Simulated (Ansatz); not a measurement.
# Electron scattering at the Σ5 (310) boundary in bcc Nb with Ag (substitutional), part 2 of 2

Aim: the relaxed structure and the specific resistance of the Σ5 (310) boundary in bcc Nb with Ag (substitutional).

Ansatz 0.2.0; Ansatz plane-wave DFT, PBE, PAW files; relaxation of a bicrystal slab with its lowest layers held; PAW set soft_1 (the session's first sound run).

So far. Step 2 (Relaxing the bicrystal): The largest force component on a free atom ends at 0.015 eV/Å, under the tolerance of 0.03, after 7 steps.

## (3) Transmission across the boundary

Bulk layers of each grain are laid under and over the relaxed boundary, and a lead is named in the middle of each, away from the free faces. The mesh across the current, 20×20, is finer than the density's, because channels open and close sharply across the zone. Energies from -0.1 to 0.1 eV in steps of 0.05 eV are too few for the program's thermal sum, so it prints no conductance; for a metal the transmission near the Fermi level serves, at a fraction of the cost.

This step: Ansatz plane-wave DFT, PBE, PAW files; ballistic transport by layer matching (Landauer), zero bias; boundary relaxed in a short slab, bulk layers laid on; PAW set soft_1 (Ansatz 0.2.0).

System of this step: Σ5 (310) boundary in bcc Nb with Ag (substitutional). The cell holds 42 atoms: 41 Nb and 1 Ag. Cell: a = 5.483 Å, b = 3.306 Å, c = 51.112 Å, α = 90.0°, β = 90.0°, γ = 72.5°. It derives from Nb. Regions: lower grain, 17 atoms (17 Nb); boundary, 12 atoms (11 Nb and 1 Ag); upper grain, 13 atoms (13 Nb). Vacuum lies along c.

input.yaml

```yaml
crystal:
  lattice:
    - [5.4828782722, 0.0, 0.0]
    - [0.9968869586, 3.1524333588, 0.0]
    - [0.0, 0.0, 51.1124243018]
  atoms:
    - { symbol: Nb, position: [-9.1999999998, -6.8999999998, 0.0782588589] }
    - { symbol: Nb, position: [-8.7999999998, -6.5999999998, 0.0987146263] }
    - { symbol: Nb, position: [-8.3999999998, -6.2999999999, 0.1191703937] }
    - { symbol: Nb, position: [-7.9999999998, -5.9999999999, 0.1396261611] }
    - { symbol: Nb, position: [-7.5999999998, -5.6999999999, 0.1600819285] }
    - { symbol: Nb, position: [-7.1999999998, -5.3999999999, 0.1805376959] }
    - { symbol: Nb, position: [-6.7999999998, -5.0999999999, 0.2009934633] }
    - { symbol: Nb, position: [-6.3999999998, -4.7999999999, 0.2214492307] }
    - { symbol: Nb, position: [-5.9999999998, -4.4999999999, 0.2419049981] }
    - { symbol: Nb, position: [-5.5999999998, -4.1999999999, 0.2623607655] }
    - { symbol: Nb, position: [-5.1999999998, -3.9, 0.2828165329] }
    - { symbol: Nb, position: [-4.7999999998, -3.6, 0.3032723003] }
    - { symbol: Nb, position: [-4.3999999999, -3.3, 0.3237280677] }
    - { symbol: Nb, position: [-3.9999999999, -3.0, 0.3441838351] }
    - { symbol: Nb, position: [-3.5999999999, -2.7, 0.3646396025] }
    - { symbol: Nb, position: [-3.1999999999, -2.4, 0.3850953699] }
    - { symbol: Nb, position: [-2.7999999999, -2.1, 0.4055511373] }
    - { symbol: Nb, position: [0.6000000001, 0.1999999999, 0.4260069047] }
    - { symbol: Nb, position: [-0.0039519635, 0.5019759818, 0.4456861794] }
    - { symbol: Nb, position: [0.3979218293, 0.8010390853, 0.4668996457] }
    - { symbol: Nb, position: [0.8019436451, 0.0990281775, 0.4873607136] }
    - { symbol: Nb, position: [0.1941719996, 0.4029140002, 0.5076691097] }
    - { symbol: Nb, position: [0.5782185731, 0.7108907135, 0.5245908616] }
    - { symbol: Ag, position: [0.0013995197, -0.0006997598, 0.5510869971] }
    - { symbol: Nb, position: [0.5789539611, 0.7105230194, 0.5777783734] }
    - { symbol: Nb, position: [0.1932484854, 0.4033757573, 0.5946793511] }
    - { symbol: Nb, position: [0.8008659899, 0.0995670051, 0.615249909] }
    - { symbol: Nb, position: [0.4015312831, 0.7992343584, 0.6357202713] }
    - { symbol: Nb, position: [-0.0007438466, 0.5003719233, 0.6558161649] }
    - { symbol: Nb, position: [-2.4007438466, -1.7996280767, 0.6762719323] }
    - { symbol: Nb, position: [-2.8007438466, -2.0996280767, 0.6967276997] }
    - { symbol: Nb, position: [-3.2007438466, -2.3996280767, 0.7171834671] }
    - { symbol: Nb, position: [-3.6007438465, -2.6996280767, 0.7376392345] }
    - { symbol: Nb, position: [-4.0007438465, -2.9996280766, 0.7580950019] }
    - { symbol: Nb, position: [-4.4007438465, -3.2996280766, 0.7785507693] }
    - { symbol: Nb, position: [-4.8007438465, -3.5996280766, 0.7990065367] }
    - { symbol: Nb, position: [-5.2007438465, -3.8996280766, 0.8194623041] }
    - { symbol: Nb, position: [-5.6007438465, -4.1996280766, 0.8399180715] }
    - { symbol: Nb, position: [-6.0007438465, -4.4996280766, 0.8603738389] }
    - { symbol: Nb, position: [-6.4007438465, -4.7996280766, 0.8808296063] }
    - { symbol: Nb, position: [-6.8007438465, -5.0996280766, 0.9012853737] }
    - { symbol: Nb, position: [-7.2007438465, -5.3996280765, 0.9217411411] }
kpoints:
  mp_grid: { grid: [8, 8, 1] }
hamiltonian:
  xc: pbe
  pseudopotentials: { kind: paw, azcp: { folder: soft_1 } }
scf:
  occupations: { method: fermi_dirac, width: 0.1 }
output:
  transmission:
    leads: [[9, 10], [34, 35]]
    kmesh: [20, 20]
    e_range: [-0.1, 0.1]
    de: 0.05
  write_potential: true
  write_density: true
  volumetric_format: npy
  elf: true
```

Command:

```console
> ansatz run input.yaml --threads 4 --pin off --max-ram 15360MiB --backend cpu --events-out ev --progress --plain --runs-dir out
```

Numbers of over 12 decimals in the logs are rounded to 6 here.

Output:

```text
[...]
Crystal: 42 atoms, lattice volume = 883.448 Å³
Basis set: ecut = 420 eV, 17343 PW (Γ)
Bands: 332, of which v1, the nominal top of the filled ones, is band 276 counted from 1 (275 counted from 0)
Symmetry: 2 space group operations
[...]
k-points: 21 of 64 (time reversal used)
[...]
SCF iter   1: F=—  HF=-194260.456215 eV  |F-HF|=—  |Δ(HF+E_count)|=         —  Δρ=8.52e-2  dr2=1.05e3  ethr=3.10e-3  ⟨swp⟩=8.0  Hψ=27676  notcnv=0  defer=15
[...]
SCF iter  12: F=-194229.293413 eV  HF=-194229.293413 eV  |F-HF|=1.73e-8  |Δ(HF+E_count)|=   2.85e-8  Δρ=1.31e-6  dr2=3.59e-8  ethr=1.81e-11  ⟨swp⟩=20.7  Hψ=27472  notcnv=0
SCF 1 converged in 12 iterations: F = -194229.293413 eV  dr2 = 3.59e-8
[...]
transmission: 703 of 6993 steps passed
transmission: 1400 of 6993 steps passed
[...]
transmission: 6993 of 6993 steps passed
WARN: The output density's exchange-correlation potential varies sharply where the density is thin. Do not read a vacuum level from v_tot or v_xc, or from such a field of the output density. On a cell that repeats whose density bears no net charge and no dipole along the vacuum's axis use v_es (v_loc + v_h of the components); under efield.dipole_correction with no amplitude use v_es + v_field, which holds any externa [...]
SCF converged after 12 iterations
Free energy (F): -194229.293413 eV
[...]
Internal energy: -194227.432206 eV  (E = F + TS)
E sigma→0 (E₀):  -194228.362809 eV
Entropy (-TS):   -1.861207 eV (-44.314 meV/atom)
Fermi energy:    14.807987 eV
[...]
--- Band table (eV; the first three rows and the last of 21) ---
  k-point 0: bands = [... 272 lower, 15.0443, 15.0867, 15.0997, 15.1166, 15.1227, 15.1328, 15.1458, 15.1966, ... 52 higher]
  k-point 1: bands = [... 272 lower, 14.8192, 14.8329, 14.8763, 14.8846, 14.9090, 14.9626, 14.9731, 15.0010, ... 52 higher]
  k-point 2: bands = [... 272 lower, 14.4907, 14.5057, 14.5203, 14.5451, 14.5695, 14.6159, 14.6671, 14.6824, ... 52 higher]
  k-point 20: bands = [... 272 lower, 14.9550, 14.9911, 15.0374, 15.0459, 15.1227, 15.1451, 15.1616, 15.2215, ... 52 higher]
--- Transmission ---
  basis      : 157 plane waves across, 63 finite elements along
  points     : 111, standing for a mesh of 20 x 20
  energies   : 5 from -0.100000 to 0.100000 eV about the Fermi level, 0.050000 eV apart; the leads are filled to 0.000000 eV, and channels, transmission and decay are at 0.000000 eV
  crystal 0  : Nb2, at the sites [9, 10], period 2.0911 Å, over 18.82 Å; its Hamiltonian steps by up to 10.7 meV
    offset         : up to 0.0000 Å between an atom of the period and one for which it stands
    channels       : 4.187500e0 a spin
    conductance    : none, the energies end too early or step too widely for 300 K: set another output.transmission.e_range or a lower de, or, where they end at an eighth of basis.ecutwfc, a higher one
[...]
channels       : 4.187500e0 a spin
[...]
junction   : crystal 0 to crystal 1, 12.89 to 39.27 Å
    transmission   : 1.479626e0 a spin
[...]
```

Run time: 19 min. Hardware: 4 threads of Arm Neoverse V1, shared host; peak memory 9.1 GiB.

The column dr2 measures how far the density is from self-consistency, as an energy; F and HF (Harris–Foulkes) agree once it is small.

Numbers from this step:

```yaml
free_energy: -194229.2934 eV
energy_at_zero_smearing: -194228.3628 eV
fermi_energy: 14.81 eV
cell_area: 17.28 Å²
transmission_per_spin_nearest_the_fermi_level: 1.480
open_channels_per_spin_nearest_the_fermi_level: 4.188
open_channels_per_spin_upper_lead: 4.188
step_of_the_lead_s_potential: 10.7 meV
step_of_the_upper_lead_s_potential: 34.9 meV
```

Per spin. Transmission, zone mean against energy, zero at the Fermi level:

| energy (eV) | transmission, zone mean |
| --- | --- |
| -0.1000 | 1.60 |
| -0.0500 | 1.53 |
| 0.0000 | 1.48 |
| 0.0500 | 1.46 |
| 0.1000 | 1.45 |

Per spin. Open channels, zone mean against energy, zero at the Fermi level:

| energy (eV) | lead | upper lead |
| --- | --- | --- |
| -0.1000 | 4.71 | 4.69 |
| -0.0500 | 4.48 | 4.48 |
| 0.0000 | 4.19 | 4.19 |
| 0.0500 | 4.00 | 4.01 |
| 0.1000 | 3.91 | 3.92 |

Transmission over k1 and k2. At 0.0000 eV from the Fermi level.

Values, 12 rows by 16 columns, each cell a mean:
```
1.91 2.30 2.39 2.28 2.31 2.39 2.19 1.69 1.70 1.78 1.93 2.00 1.99 1.95 1.79 1.56
1.19 1.78 2.05 2.00 1.84 1.41 1.16 1.15 1.33 1.37 1.27 1.21 1.30 1.29 1.28 1.07
0.40 1.04 1.50 1.13 0.42 0.37 0.41 0.50 0.97 1.19 1.32 1.25 0.96 0.47 0.42 0.36
1.14 1.41 1.49 1.19 0.97 0.96 0.85 1.03 1.70 1.75 1.80 1.64 0.91 0.91 0.99 0.95
1.58 1.49 1.58 1.66 1.71 1.64 1.43 1.44 1.51 1.39 1.54 1.50 1.62 1.68 1.68 1.63
2.01 1.89 1.83 1.88 1.89 1.71 1.53 1.36 1.33 1.41 1.40 1.65 1.87 1.91 1.87 1.85
1.73 1.67 1.79 1.85 1.73 1.47 1.27 1.22 1.32 1.24 1.50 1.76 1.85 1.78 1.65 1.71
1.36 1.39 1.42 1.32 1.31 1.69 1.75 1.65 1.72 1.34 1.25 1.37 1.42 1.46 1.40 1.30
0.36 0.31 0.36 0.40 0.99 1.37 1.48 1.41 1.10 0.41 0.35 0.30 0.36 0.99 1.44 1.10
0.80 0.89 0.97 0.98 1.17 1.23 1.29 1.21 0.99 0.91 0.84 0.99 1.50 1.85 1.86 1.35
1.58 1.40 1.66 1.66 1.65 1.62 1.58 1.66 1.54 1.51 1.89 2.17 2.21 2.19 2.29 2.11
1.77 1.92 2.22 2.40 2.38 2.43 2.24 1.94 1.73 2.02 2.43 2.48 2.42 2.47 2.40 2.11
```
Columns: k1 (b1) from -0.5 to 0.45; rows upwards: k2 (b2) from -0.5 to 0.45.

Open channels over k1 and k2. At 0.0000 eV from the Fermi level.

Ten even steps from '_' (1.00) to '@' (7.00):
```
++++************++++**++++********++++**
++++**********++++----++++******++++----
--************--------++********++------
--++**%%**++--------++%%++**++%%++------
..--....--......__++++++****++++++__....
..............++----**********----++....
..........++********%%****%%********++..
--..--++******%%**************%%******++
%%%%**%%%%**%%**++++****++++**%%**%%%%**
%%%%@@%%%%%%**++++++**++++++**%%%%%%@@%%
%%**%%%%**%%**++++****++++**%%**%%%%**%%
--++******%%**************%%******++--..
....++********%%****%%********++........
......++----**********----++............
......__++++++****++++++__......--....--
--------++%%++**++%%++--------++**%%**++
--------++********++--------************
++----++++******++++----++++**********++
++**++++********++++**++++************++
++++++**********++++++++++**********++++
```
Columns: k1 (b1) from -0.5 to 0.45; rows upwards: k2 (b2) from -0.5 to 0.45.

Electrostatic potential energy in the cb plane at fractional x = 0.000, with atoms of Nb and Ag within 0.2 Å of it. With pseudopotentials it is smooth inside the atoms' cores, unlike the true potential.

Ten even steps from '0' (-45 eV) to '9' (17 eV), each cell a mean:
```
99988999999999888999995575589999888999999999
99999999877899999999997555799999999998778999
99999997322689999889999888999988999986224799
88899984000379999888999999999878999973000589
88899984000279999878999999999878999972000489
88999996201489999888999999999888999984102699
99999998645799999999998666899999999997546899
99988999989999888999996555699999888999989999
99888899999999878999985686589999878999999998
```
Columns run along c (16.0 Å, from fractional 0.38 to 0.69 of the cell; values clipped at the 3rd and 97th percentile), rows up along b (3.3 Å). Atoms in or near the plane, at fractional coordinates: Nb at (0.45, 0.50), Ag at (0.55, 0.00), Nb at (0.66, 0.50).

Valence density in the cb plane at fractional x = 0.000, with atoms of Nb and Ag within 0.2 Å of it. It is the smooth field of the valence electrons, not physical close to the nuclei.

Ten steps, logarithmic in the rise over the least value, from '0' (0 e/Å³) to '9' (20 e/Å³), each cell a mean:
```
00111100000001111100015898510001111100000001
01111101222100111100013565310001111011222100
11110012455310011110001222100011110013554210
11110014666520001121000000000122100025666410
12110014666520001221000000000122100025666410
11110013566410001111000111000111100024665310
11111011343210011110002454200011111012443110
00111100111000111100014787410001111101111001
00121100000001121100025899620001121100000001
```
Columns run along c (16.0 Å, from fractional 0.38 to 0.69 of the cell), rows up along b (3.3 Å). Atoms in or near the plane, at fractional coordinates: Nb at (0.45, 0.50), Ag at (0.55, 0.00), Nb at (0.66, 0.50).

ELF in the cb plane at fractional x = 0.000, with atoms of Nb and Ag within 0.2 Å of it. It is the smooth field of the valence electrons, not physical close to the nuclei.

Ten even steps from '0' (0.13) to '9' (0.80), each cell a mean:
```
42110023211331001122213686312221100133112320
32111221121122111221212444212122111221121122
11123312677412322110011121110011223214776213
01124315847712431110011101110011134227648513
01124316725812431110001101110011134228527513
01124314878612432110011111110011134216878413
21112221354212212211111232111112222212453122
42110122100231001122213565312221100122001221
42110024433431011123214797412321110034334420
```
Columns run along c (16.0 Å, from fractional 0.38 to 0.69 of the cell), rows up along b (3.3 Å). Atoms in or near the plane, at fractional coordinates: Nb at (0.45, 0.50), Ag at (0.55, 0.00), Nb at (0.66, 0.50).

Over the solved energies the transmission per spin lies between 1.45 and 1.60, out of 4.26 channels of the lead on average (up to 4.71). The log calls the step of a lead's potential too much.

## (4) Specific resistance

This step: Ansatz plane-wave DFT, PBE, PAW files; ballistic transport by layer matching (Landauer), zero bias; specific resistance of the boundary; PAW set soft_1 (Ansatz 0.2.0).

Numbers from this step:

```yaml
area_resistance: 0.9580 fΩ m²
t_over_the_leads_mean_channel_count: 0.3536
```

Averaged over the energies near the Fermi level, 35.4 % of the channels pass, which makes 0.958 fΩ m².

By hand, with T and the leads' channels N averaged over the energies near the Fermi level: RA = A (h/2e²)(1/T − ½[1/N₁ + 1/N₂]) = 17.28×10⁻²⁰ m² × 12 906 Ω × (1/1.505 − ½[1/4.256 + 1/4.256]) = 0.958 fΩ m².

## (5) Summary of results

| Item | Value |
| --- | --- |
| specific resistance of the boundary | 0.958 fΩ m² |
| share of channels that pass | 0.354 |

In words: The boundary has a specific resistance of 0.96 fΩ m². The boundary reflects 65 % of the channels; 0.96 fΩ m² is 9.6×10⁻¹² Ω·cm². One Ag in 17.3 Å² of boundary is a high coverage. Each plane of this narrow cell holds one atom, so the solute fills a whole plane. One starting structure was relaxed; another shift or atom count at the boundary may lie lower. A lead's potential steps by up to 35 meV from period to period, which the log calls too much, so longer leads could move the result.

[Logs are printed without paths, hosts, clocks, repeated set-up lines and the standing remarks that a program may print on its own settings, such as how far it seeks lower states.]

[Hosts, paths, dates, database ids (printed as entryN), source tags and the programs' standing remarks are cut or masked in the printed files.]
